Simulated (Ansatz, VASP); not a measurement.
SiC in VASP and in Ansatz

File POSCAR:

```
SiC
1.0
    2.6201228479      0.0000000000      0.0000000000
    0.0000000000      2.6201228479      0.0000000000
    0.0000000000      0.0000000000      2.6201228479
Si C
1 1
Direct
    0.0000000000      0.0000000000      0.0000000000
    0.5000000000      0.5000000000      0.5000000000
```

The input INCAR.step1:

```
SYSTEM = SiC
ALGO     = Normal         ! electronic algorithm
EDIFF    = 1E-4           ! SCF threshold, eV
ENCUT    = 520            ! plane-wave cutoff, eV
GGA      = PE             ! functional
ISMEAR   = -1             ! smearing method
LASPH    = .TRUE.         ! aspherical terms in the spheres
LCHARG   = .FALSE.        ! write CHGCAR
LREAL    = .FALSE.        ! projectors in reciprocal space
LWAVE    = .TRUE.         ! write WAVECAR
NBANDS   = 11             ! bands
NELM     = 80             ! most SCF steps
PREC     = Accurate       ! precision mode
SIGMA    = 0.02           ! smearing width, eV
```

INCAR.step2

```
SYSTEM = SiC
ALGO     = Normal         ! electronic algorithm
EDIFF    = 1E-7           ! SCF threshold, eV
ENCUT    = 520            ! plane-wave cutoff, eV
ISIF     = 2              ! what is computed and relaxed
ISMEAR   = -1             ! smearing method
ISTART   = 1            
LASPH    = .TRUE.         ! aspherical terms in the spheres
LCHARG   = .FALSE.        ! write CHGCAR
LMIXTAU  = .TRUE.       
LREAL    = .FALSE.        ! projectors in reciprocal space
LWAVE    = .FALSE.        ! write WAVECAR
METAGGA  = R2SCAN         ! meta-GGA
NBANDS   = 11             ! bands
NELM     = 80             ! most SCF steps
PREC     = Accurate       ! precision mode
SIGMA    = 0.02           ! smearing width, eV
```

The input KPOINTS:

```
k-points
0
G
  10 10 10
  0 0 0
```

Input for Ansatz:

```yaml
crystal:
  lattice:
    - [2.6201228479, 0.0, 0.0]
    - [0.0, 2.6201228479, 0.0]
    - [0.0, 0.0, 2.6201228479]
  atoms:
    - { symbol: Si, position: [0.0, 0.0, 0.0] }
    - { symbol: C, position: [0.5, 0.5, 0.5] }
kpoints:
  mp_grid: { grid: [10, 10, 10] }
  band_path:
    path:
      - [0.0, 0.0, 0.0]
      - [0.0, 0.5, 0.0]
      - [0.5, 0.5, 0.0]
      - [0.5, 0.5, 0.5]
      - [0.15, 0.5, 0.0]
      - [0.5, 0.5, 0.35]
      - [0.3, 0.4, -0.5]
    npoints: 1
hamiltonian:
  xc: r2scan
scf:
  occupations: { method: fermi_dirac, width: 0.02 }
  n_extra_bands: 4
output:
  forces: true
  stress: true
  eigenvalues: true
```

Alike in both runs: task single point; functional r2SCAN; k mesh 10 × 10 × 10; occupations fermi-dirac, width 0.02 eV; no spin polarisation.

```csv
,VASP,Ansatz
version,VASP 6.6.1,Ansatz 0.2.0
potentials or method,"VASP PAW PBE potentials, release 64 (Si, C)","plane waves, PAW"
plane-wave cutoff (eV),520,500
valence electrons in the cell,8,8
```

|  | VASP | Ansatz | Ansatz less VASP |
| --- | --- | --- | --- |
| pressure (GPa) | -0.1 | -0.3 | -0.25 |

Caveats: the PAW data sets were made with another functional, which shifts forces and pressure a little (VASP).
